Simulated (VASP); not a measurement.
The system is GaAs.

```
Ga As
1.0
     0.00000    2.87509    2.87509
     2.87509    0.00000    2.87509
     2.87509    2.87509    0.00000
Ga As
1 1
Cartesian
  0.0000 0.0000 0.0000
  4.3126 4.3126 4.3126
```

The cell is a database's computed one.

* Program: VASP 6.6.1
* Task: relaxation of cell and atoms
* Functional: PBEsol
* Potentials or basis: VASP PAW PBE potentials, release 64 (Ga_d, As)
* Cutoff: 600 eV
* k mesh: 3 × 3 × 3
* Occupations: gaussian, width 0.02 eV
* Spin: no spin polarisation

At the start: pressure -1.7 GPa; volume 23.77 Å³/atom.

Problem. How do energy, volume and symmetry change on relaxing?

Solution. Over 3 steps the energy falls by 4.0 meV/atom and the volume is 23.07 Å³/atom (-2.9 %); space group F-43m (No. 216, to 0.05 Å).

The path:
| step | energy change (eV) | largest force (eV/Å) | pressure (GPa) | volume (Å³) |
| --- | --- | --- | --- | --- |
| 1 | 0.0000 | 0.0000 | -1.71 | 47.53 |
| 2 | -0.0075 | 0.0000 | 0.52 | 45.81 |
| 3 | -0.0081 | 0.0000 | -0.01 | 46.13 |

Final structure:
```cif
data_structure
_symmetry_space_group_name_H-M 'P 1'
_symmetry_Int_Tables_number 1
_cell_length_a 4.0257
_cell_length_b 4.0257
_cell_length_c 4.0257
_cell_angle_alpha 60.000
_cell_angle_beta 60.000
_cell_angle_gamma 60.000
_cell_volume 46.13
loop_
_atom_site_label
_atom_site_type_symbol
_atom_site_fract_x
_atom_site_fract_y
_atom_site_fract_z
_atom_site_occupancy
Ga1 Ga 0.00000 0.00000 0.00000 1
As1 As 0.75000 0.75000 0.75000 1
```

Caveat: the k mesh is coarse (spacing up to 0.63 Å⁻¹), so the values aren't converged; the PAW data sets were made with another functional, which shifts forces and pressure a little.
